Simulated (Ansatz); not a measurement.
## P: from a trial structure to a relaxed crystal

Method: DFT PBE, scalar-relativistic, plane waves, PAW (Ansatz 0.2.0). Cutoff 420 eV, Γ-centred k mesh, Gaussian smearing, no spin polarisation in the final step.

P was placed on the sites of a reported C cell (R-3m, No. 166), at a guessed volume.

```
P
1.0
     1.59690    0.92197   14.47598
    -1.59690    0.92197   14.47598
     0.00000   -1.84394   14.47598
P
4
Direct
  0.05000 0.05000 0.05000
  0.95000 0.95000 0.95000
  0.28300 0.28300 0.28300
  0.71700 0.71700 0.71700
```

Cell and atoms relax at zero pressure; the relaxation can't lower the symmetry of the start. After a coarse first stage the cell is made exact in the group found at 0.06 Å.

Energies count from the standard state of P at the same level.

Q: What does it relax into?

A: It keeps R-3m (No. 166), but not the shape of the type it started on. Conventional cell: a = 3.282 Å, c = 45.724 Å. Around P on Wyckoff site c (2 atoms of the primitive cell) lie 3 P at 2.27 Å; around P on Wyckoff site c (2 atoms of the primitive cell) lie 3 P at 2.27 Å.

Space group R-3m:H (No. 166). a = 3.282 Å, b = 3.282 Å, c = 45.724 Å, α = 90.00°, β = 90.00°, γ = 120.00°
```csv
atom,site,symmetry,x,y,z
P,6c,3m,0.3333,0.6667,0.7234
P,6c,3m,0.3333,0.6667,0.9161
```

Q: What are its volume, energy, density and gap?

A: The volume per atom is 35.6 Å³ and the density is 1.4 g/cm³. The energy over the standard structure is 0.012 eV/atom and the gap on the 9×9×9 mesh is 1.85 eV.

The final run used a 9×9×9 mesh on its 4-atom cell and 0.02 eV smearing. No dispersion correction is applied, so the spacing between layers, chains or molecules is poorly fixed, and with it the volume and density. Symmetry constrained the relaxation, so the result can be a saddle point.